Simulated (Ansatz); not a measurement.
Abridged Ansatz (an electronic-structure program) output:

```
Relaxation: its limit of steps is 50 (relax.max_steps)
Pseudopotential: Li, paw, valence charge 3
Pseudopotential: N, paw, valence charge 5
Crystal: 4 atoms, lattice volume = 44.182 Å³
Basis set: ecut = 420 eV, 853 PW (Γ), exchange–correlation on 50×50×54 points (8 copies of the dense FFT grid, shifted against one another)
Bands: 11, of which v1, the nominal top of the filled ones, is band 7 counted from 1 (6 counted from 0)
Symmetry: 4 space group operations
k-points: 260 of 900
Functional: x = pbe(κ = 0.804, μ = 0.2195149727645171), c = pbe(β = 0.06672455060314922)
SCF iter   1: F=—  HF=-999.569936 eV  |F-HF|=—  |Δ(HF+E_count)|=         —  Δρ=7.26e-4  dr2=1.18e-4  ethr=1.77e-3  ⟨swp⟩=4.2  Hψ=14959  notcnv=0
SCF iter   2: F=—  HF=-999.569456 eV  |F-HF|=—  |Δ(HF+E_count)|=   4.80e-4  Δρ=6.11e-4  dr2=1.66e-4  ethr=8.42e-7  ⟨swp⟩=2.0  Hψ=5979  notcnv=0
SCF 1 converged in 8 iterations: F = -999.569342 eV  dr2 = 4.85e-11
relax step   1: F+E_penalty+E_count = -999.56934214 eV  Δ(F+E_penalty+E_count) = +0.000e0 eV  max|allowed force component| = 1.980e-1 eV/Å  Δτ_max = 0.0000 Å  (8 SCF iters, accepted)
Crystal: 4 atoms, lattice volume = 44.182 Å³
SCF iter   1: F=—  HF=-999.571890 eV  |F-HF|=—  |Δ(HF+E_count)|=         —  Δρ=5.20e-4  dr2=9.55e-5  ethr=6.36e-7  ⟨swp⟩=2.0  Hψ=12879  notcnv=0
SCF iter   2: F=—  HF=-999.571706 eV  |F-HF|=—  |Δ(HF+E_count)|=   1.84e-4  Δρ=2.13e-4  dr2=1.34e-5  ethr=6.36e-7  ⟨swp⟩=1.7  Hψ=3516  notcnv=0
SCF 2 converged in 6 iterations: F = -999.571704 eV  dr2 = 2.14e-13
relax step   2: F+E_penalty+E_count = -999.57170365 eV  Δ(F+E_penalty+E_count) = -2.362e-3 eV  max|allowed force component| = 1.288e-1 eV/Å  Δτ_max = 0.0072 Å  (6 SCF iters, accepted)
Crystal: 4 atoms, lattice volume = 44.182 Å³
SCF iter   1: F=—  HF=-999.573670 eV  |F-HF|=—  |Δ(HF+E_count)|=         —  Δρ=9.54e-4  dr2=3.27e-4  ethr=2.24e-5  ⟨swp⟩=2.0  Hψ=9072  notcnv=0
SCF iter   2: F=—  HF=-999.573586 eV  |F-HF|=—  |Δ(HF+E_count)|=   8.43e-5  Δρ=3.85e-4  dr2=4.41e-5  ethr=2.34e-6  ⟨swp⟩=1.0  Hψ=4940  notcnv=0
SCF 3 converged in 6 iterations: F = -999.573429 eV  dr2 = 5.96e-13
relax step   3: F+E_penalty+E_count = -999.57342880 eV  Δ(F+E_penalty+E_count) = -1.725e-3 eV  max|allowed force component| = 2.377e-3 eV/Å  Δτ_max = 0.0131 Å  (6 SCF iters, accepted)
SCF converged after 6 iterations
Free energy (F): -999.573429 eV
Internal energy: -999.573429 eV  (E = F + TS)
E sigma→0 (E₀):  -999.573429 eV
Entropy (-TS):   -0.000000 eV (-0.000 meV/atom)
Fermi energy:    2.985009 eV
--- Forces (eV/Å), atoms counted from 1 ---
  atom   1  Li     0.00000000     0.00000000     0.00000000
  atom   2  Li     0.00237723    -0.00150267     0.00000000
  atom   3  Li    -0.00237723     0.00150267    -0.00000000
  atom   4  N      0.00000000     0.00000000     0.00000000
--- Stress (GPa, compression-positive) ---
        0.448631       2.129955       0.000000
        2.129954       0.084631       0.000000
        0.000000       0.000000       0.020843
  P = ⅓ Tr σ = 0.1847 GPa (1.847 kbar)
--- Relaxed structure (3 steps of the walk, 3 accepted, 0 SCFs on fresh bases) ---
  atoms:
    - { symbol: Li, position: [-1.2099162963993034e-19, -3.1984099311303756e-21, 0.5000000000000001] }
    - { symbol: Li, position: [0.3386426117370804, 0.6661721593002745, -5.817387066927114e-20] }
    - { symbol: Li, position: [0.6613573882629193, 0.3338278406997253, 5.817387066927114e-20] }
    - { symbol: N, position: [-1.2099162963994663e-19, -3.198409931161722e-21, 0.0] }
```

**Question.** What was computed, and what are the main results?

**Answer.** Li3N, 4 atoms in the cell, with DFT with PBE, PAW potentials and a 420 eV plane-wave cutoff in Ansatz, no spin-orbit coupling. The last SCF converged to F = -999.573429 eV, or -249.8934 eV per atom, at a pressure of 0.18 GPa. The total energy compares only with runs of the same code, potentials and settings.

The cells carry an imposed strain or load. Stability against distortions was not tested. The cell was made from Li3N (space group P6/mmm, No. 191) by this change: tensor shear ε_xy = −2.32 %.

Keys are those of Ansatz 0.2.
